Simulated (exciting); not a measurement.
# As (R-3m) in exciting: single point with LDA

Aim: the single point of As with LDA.

All numbers are computed with exciting (release sodium); they aren't measurements. Logs are shortened: lines on timing, memory, paths and dates and some standing lists are left out, and cuts for length are marked.

### 1 Starting point

The structure is trigonal, space group R-3m (No. 166). The conventional cell has a = 3.762 Å, b = 3.762 Å, c = 10.542 Å, α = 90.00°, β = 90.00°, γ = 120.00°. Around As (site symmetry 3m) lie 3 As at 2.51 Å.

### 2 Single point, LDA

File input.xml:

```xml
<input>
  <title>As</title>
  <structure speciespath="./" tshift="false">
    <crystal scale="1">
      <basevect>3.554191034589 2.052013150466 6.640614754561</basevect>
      <basevect>-3.554191034589 2.052013150466 6.640614754561</basevect>
      <basevect>0.000000000000 -4.104026301121 6.640614754561</basevect>
    </crystal>
    <species speciesfile="As.xml" rmt="2">
      <atom coord="0.226000000000 0.226000000000 0.226000000000"/>
      <atom coord="0.774000000000 0.774000000000 0.774000000000"/>
    </species>
  </structure>
  <groundstate do="fromscratch" ngridk="6 6 6" rgkmax="8" gmaxvr="14" lmaxapw="10" lmaxmat="10" lmaxvr="8" xctype="LDA_PW" stype="Gaussian" swidth="0.00183747" nempty="10" ValenceRelativity="iora*" epsengy="1e-05" epspot="1e-05" maxscl="60" tforce="true" outputlevel="high"/>
</input>
```

Potentials or basis: all-electron LAPW+lo, shipped species files, valence relativity iora*.

Started as:

```
OMP_NUM_THREADS=1 exciting_smp
```

INFO.OUT:

```text
================================================================================
EXCITING SODIUM started
[... 10 lines left out ...]

 Lattice vectors (cartesian) :
      3.5541910346      2.0520131505      6.6406147546
     -3.5541910346      2.0520131505      6.6406147546
      0.0000000000     -4.1040263011      6.6406147546

 Reciprocal lattice vectors (cartesian) :
      0.8839121541      0.5103269201      0.3153917491
     -0.8839121541      0.5103269201      0.3153917491
     -0.0000000000     -1.0206538403      0.3153917491

 Unit cell volume                           :     290.5898515602
 Brillouin zone volume                      :       0.8536093470

 Species :    1 (As)
     parameters loaded from                 :    As.xml
     name                                   :    arsenic
     nuclear charge                         :     -33.00000000
     electronic charge                      :      33.00000000
     atomic mass                            :  136573.72190000
     muffin-tin radius                      :       2.00000000
     # of radial points in muffin-tin       :     350

     atomic positions (lattice) :
       1 :   0.22600000  0.22600000  0.22600000
       2 :   0.77400000  0.77400000  0.77400000

 Total number of atoms per unit cell        :       2

 Spin treatment                             :    spin-unpolarised

 Number of Bravais lattice symmetries       :      12
 Number of crystal symmetries               :      12

 k-point grid                               :       6    6    6
 Total number of k-points                   :      32
 k-point set is reduced with crystal symmetries

 R^MT_min * |G+k|_max (rgkmax)              :       8.00000000
 Species with R^MT_min                      :       1 (As)
 Maximum |G+k| for APW functions            :       4.00000000
 Maximum |G| for potential and density      :      14.00000000
 Polynomial order for pseudochg. density    :       9

 G-vector grid sizes                        :      36    36    36
 Total number of G-vectors                  :   13481

 Maximum angular momentum used for
     APW functions                          :      10
     computing H and O matrix elements      :      10
     potential and density                  :       8
     inner part of muffin-tin               :       2

 Total nuclear charge                       :     -66.00000000
 Total electronic charge                    :      66.00000000
 Total core charge                          :      36.00000000
 Total valence charge                       :      30.00000000

 Effective Wigner radius, r_s               :       1.01675418

 Number of empty states                     :      10
 Total number of valence states             :      26

 Maximum Hamiltonian size                   :     351
 Maximum number of plane-waves              :     323
 Total number of local-orbitals             :      28

 Exchange-correlation type                  :       3
     Perdew-Wang, Phys. Rev. B 45, 13244 (1992)

 Smearing scheme                            :    Gaussian
 Smearing width                             :       0.00183747

 Using multisecant Broyden potential mixing
[... 6 lines left out ...]
* Groundstate module started                                                   *
********************************************************************************
 Output level for this task is set to high

++++++++++++++++++++++++++++++++++++++++++++++++++++++++++++++++++++++++++++++++
[... 5 lines left out ...]
+ SCF iteration number :    1                                                  +
++++++++++++++++++++++++++++++++++++++++++++++++++++++++++++++++++++++++++++++++
 Total energy                               :     -4515.32964705
 _______________________________________________________________
 Fermi energy                               :         0.24549537
 Kinetic energy                             :      4616.27580898
 Coulomb energy                             :     -8970.06694297
 Exchange energy                            :      -155.58815677
 Correlation energy                         :        -5.95035629
 Sum of eigenvalues                         :     -2604.68689101
 Effective potential energy                 :     -7220.96269999
 Coulomb potential energy                   :     -7006.98347104
 xc potential energy                        :      -213.97922895
 Hartree energy                             :      1454.85787121
 Electron-nuclear energy                    :     -9916.69921346
 Nuclear-nuclear energy                     :      -508.22560072
 Madelung energy                            :     -5466.57520745
 Core-electron kinetic energy               :         0.00000000

 DOS at Fermi energy (states/Ha/cell)       :        17.05816462

 Electron charges :
     core                                   :        36.00000000
     core leakage                           :         0.00332597
     valence                                :        30.00000000
     interstitial                           :         5.38327877
     charge in muffin-tin spheres :
                  atom     1    As          :        30.30836061
                  atom     2    As          :        30.30836061
     total charge in muffin-tins            :        60.61672123
     total charge                           :        66.00000000
[... 388 lines left out ...]
 Coulomb energy                             :     -8970.49822771
 Exchange energy                            :      -155.60967003
 Correlation energy                         :        -5.95056159
 Sum of eigenvalues                         :     -2605.15527965
 Effective potential energy                 :     -7221.07585212
 Coulomb potential energy                   :     -7007.06773424
 xc potential energy                        :      -214.00811788
 Hartree energy                             :      1455.20489275
 Electron-nuclear energy                    :     -9917.47751973
 Nuclear-nuclear energy                     :      -508.22560072
 Madelung energy                            :     -5466.96436059
 Core-electron kinetic energy               :         0.00000000

 DOS at Fermi energy (states/Ha/cell)       :        17.05816462

 Electron charges :
     core                                   :        36.00000000
     core leakage                           :         0.00329991
     valence                                :        30.00000000
     interstitial                           :         5.39532267
     charge in muffin-tin spheres :
                  atom     1    As          :        30.30233866
                  atom     2    As          :        30.30233866
     total charge in muffin-tins            :        60.60467733
     total charge                           :        66.00000000

 RMS change in effective potential (target) :  0.120012E-08  ( 0.100000E-04)
 Absolute change in total energy   (target) :  0.238153E-06  ( 0.100000E-04)
 Charge distance                   (target) :  0.335684E-09  ( 0.100000E-04)
 Abs. change in max-nonIBS-force   (target) :  0.177263E-07  ( 0.500000E-04)

++++++++++++++++++++++++++++++++++++++++++++++++++++++++++++++++++++++++++++++++
| Convergency criteria checked for the last 2 iterations                       +
| Convergence targets achieved. Performing final SCF iteration                 +
++++++++++++++++++++++++++++++++++++++++++++++++++++++++++++++++++++++++++++++++
 Total energy                               :     -4516.13788669
 _______________________________________________________________
 Fermi energy                               :         0.24501958
 Kinetic energy                             :      4615.92057254
 Coulomb energy                             :     -8970.49822762
 Exchange energy                            :      -155.60967002
 Correlation energy                         :        -5.95056159
 Sum of eigenvalues                         :     -2605.15527958
 Effective potential energy                 :     -7221.07585212
 Coulomb potential energy                   :     -7007.06773425
 xc potential energy                        :      -214.00811787
 Hartree energy                             :      1455.20489264
 Electron-nuclear energy                    :     -9917.47751953
 Nuclear-nuclear energy                     :      -508.22560072
 Madelung energy                            :     -5466.96436049
 Core-electron kinetic energy               :         0.00000000

 DOS at Fermi energy (states/Ha/cell)       :        17.05816462

 Electron charges :
     core                                   :        36.00000000
     core leakage                           :         0.00329991
     valence                                :        30.00000000
     interstitial                           :         5.39532267
     charge in muffin-tin spheres :
                  atom     1    As          :        30.30233866
                  atom     2    As          :        30.30233866
     total charge in muffin-tins            :        60.60467733
     total charge                           :        66.00000000

++++++++++++++++++++++++++++++++++++++++++++++++++++++++++++++++++++++++++++++++
+ Self-consistent loop stopped                                                 +
++++++++++++++++++++++++++++++++++++++++++++++++++++++++++++++++++++++++++++++++
 STATE.OUT is written

--------------------------------------------------------------------------------
- Writing atomic positions and forces                                          -
--------------------------------------------------------------------------------

 Atomic positions (lattice) :
 atom     1  As  :     0.22600000    0.22600000    0.22600000
 atom     2  As  :     0.77400000    0.77400000    0.77400000

 Total atomic forces including IBS (cartesian) :
 atom     1  As  :     0.00000000   -0.00000000    0.00350352
 atom     2  As  :    -0.00000000    0.00000000   -0.00350352

 Atomic force components including IBS (cartesian) :
 atom     1  As  :     0.00000000   -0.00000000    0.65698751   HF force
                 :    -0.00000000    0.00000000   -0.57681771   core correction
                 :    -0.00000000    0.00000000   -0.07666627   IBS correction
 atom     2  As  :    -0.00000000    0.00000000   -0.65698751   HF force
                 :     0.00000000   -0.00000000    0.57681771   core correction
                 :     0.00000000   -0.00000000    0.07666627   IBS correction

********************************************************************************
* Groundstate module stopped                                                   *
********************************************************************************

================================================================================
| EXCITING SODIUM stopped                                                      =
================================================================================
```

Run time: 49 s. Hardware: 1 thread of AMD EPYC 7R13 (Zen 3), shared host; peak memory 0.14 GiB.

What came out:

```yaml
Free_energy: -122890.3732 eV
Largest_force: 0.180 eV/Å
Band_gap_on_the_k_mesh: none (metal or under the smearing width)
All_electrons_inside_the_program's_atomic_spheres: As 30.30 (radii As 2.0 bohr)
```

Forces on the atoms (eV/Å):
```
As   0.000  0.000  0.180
As   0.000  0.000 -0.180
```

Caveat: rgkmax is low for these elements, so energy differences scatter by about 1 meV per atom.
